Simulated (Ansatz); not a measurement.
# A convergence test on NaI (Fm-3m): k mesh of the hybrid

Aim: see how gap, energy and time of NaI (Fm-3m) follow the k mesh of the hybrid.

Program: Ansatz 0.2.0. Level of theory: DFT, HSE06, plane waves, PAW. Results are calculated unless marked as measured.

Report form: the programs' logs are mostly left out.

**1. Starting point**

Symmetry: Fm-3m, No. 225, cubic system. Conventional cell: a = 6.473 Å, b = 6.473 Å, c = 6.473 Å, α = 90.00°, β = 90.00°, γ = 90.00°. Nearest to Na lie 6 I at 3.24 Å. Nearest to I lie 6 Na at 3.24 Å. Farther neighbours and most contacts between anions are not listed.

The cell and positions come from the Crystallography Open Database and are kept as given unless a step says otherwise. Spin-orbit coupling is left out unless a step names it. The default PAW set here is soft_2. Its files were made with PBE.

**2. k mesh of the hybrid: 2×2×2**

Contents of input.yaml:

```yaml
crystal:
  lattice:
    - [0.0, 3.2364, 3.2364]
    - [3.2364, 0.0, 3.2364]
    - [3.2364, 3.2364, 0.0]
  atoms:
    - { symbol: Na, position: [0.0, 0.0, 0.0] }
    - { symbol: I, position: [0.5, 0.5, 0.5] }
kpoints:
  mp_grid: { grid: [2, 2, 2] }
  band_path:
    path:
      - [0.0, 0.0, 0.0]
      - [0.5, 0.0, 0.5]
      - [0.625, 0.25, 0.625]
      - [0.375, 0.375, 0.75]
      - [0.5, 0.5, 0.5]
      - [0.5, 0.25, 0.75]
    npoints: 1
hamiltonian:
  xc: hse06
scf:
  occupations: { method: fixed }
  n_extra_bands: 4
output:
  eigenvalues: true
```

Started as:

```console
ansatz run input.yaml --threads 3 --pin off --max-ram 92160MiB --backend cuda --events-out ev --progress --plain --runs-dir out --devices 1 --max-vram 13GiB
```

It took 6.9 s on 1 × NVIDIA H100 80GB HBM3 (shared by 6 runs) with 3 threads of AMD EPYC 7R13 (Zen 3), shared host; peak memory 1 GiB.

Numbers from this step:

| Property | Result |
| --- | --- |
| gap | 4.715 eV |
| valence top at | Γ |
| conduction bottom at | Γ |
| least direct gap | 4.715 eV |
| exact-exchange fraction | 0.25 |

The gap is direct, at Γ.

**3. k mesh of the hybrid: 4×4×4**

input.yaml: that of step 2 with these lines changed.

```diff
@@ -9,3 +9,3 @@
 kpoints:
-  mp_grid: { grid: [2, 2, 2] }
+  mp_grid: { grid: [4, 4, 4] }
   band_path:
```

Wall time 12 s (1 × NVIDIA H100 80GB HBM3 (shared by 6 runs) with 3 threads); peak memory 1.1 GiB.

Numbers from this step:

* gap: 4.676 eV
* valence top at: Γ
* conduction bottom at: Γ
* least direct gap: 4.676 eV

The gap is 4.676 eV, −0.040 eV from the run before at this level.

**4. k mesh of the hybrid: 6×6×6**

input.yaml: that of step 3 with these lines changed.

```diff
@@ -9,3 +9,3 @@
 kpoints:
-  mp_grid: { grid: [4, 4, 4] }
+  mp_grid: { grid: [6, 6, 6] }
   band_path:
```

Wall time 20 s (1 × NVIDIA H100 80GB HBM3 (shared by 6 runs) with 3 threads); peak memory 1.2 GiB.

Numbers from this step:

| Quantity | Value |
| --- | --- |
| gap | 4.674 eV |
| valence top at | Γ |
| conduction bottom at | Γ |
| least direct gap | 4.674 eV |

The gap is 4.674 eV, −0.002 eV from the run before at this level.

**5. The series**

Differences are against the last row; a negative gap means that bands overlap, and a run with a band path holds that path's time. Times are wall times on 1 × NVIDIA H100 80GB HBM3 (shared by 6 runs) with 3 threads of AMD EPYC 7R13 (Zen 3), shared host, good to a factor of about two.

```
k mesh of the hybrid  gap (eV)  direct gap (eV)  gap error (eV)  energy error (meV/atom)  irreducible k   time
               2×2×2     4.715            4.715          +0.042                   +194.7              3  6.9 s
               4×4×4     4.676            4.676          +0.002                     +2.2              8   12 s
               6×6×6     4.674            4.674          +0.000                     +0.0             16   20 s
```

**6. Outcome**

| Item | Value |
| --- | --- |
| 2×2×2 | 4.715 eV |
| 4×4×4 | 4.676 eV |
| 6×6×6 | 4.674 eV |

The gap holds to 0.02 eV from 4×4×4 on. At 2×2×2 the gap is off by +0.042 eV and the energy by +195 meV/atom. The gap is read over the mesh and added points near the edges, so meshes differ mainly through the density and, for a hybrid, the exchange operator.

[Paths, hosts, dates, memory and timing lines, banners, echoed tables and standing remarks are left out of the program output.]

[Logs are printed without paths, hosts, clocks, repeated set-up lines and the standing remarks that a program may print on its own settings, such as how far it seeks lower states.]

[Runs of the session that timed out or met a known fault of the program may be left out.]

[Cells called generated may have been cut or substituted from an entry of the Crystallography Open Database or the Materials Project.]

[Hosts, paths, dates, database ids (printed as entryN), source tags and the programs' standing remarks are cut or masked in the printed files.]
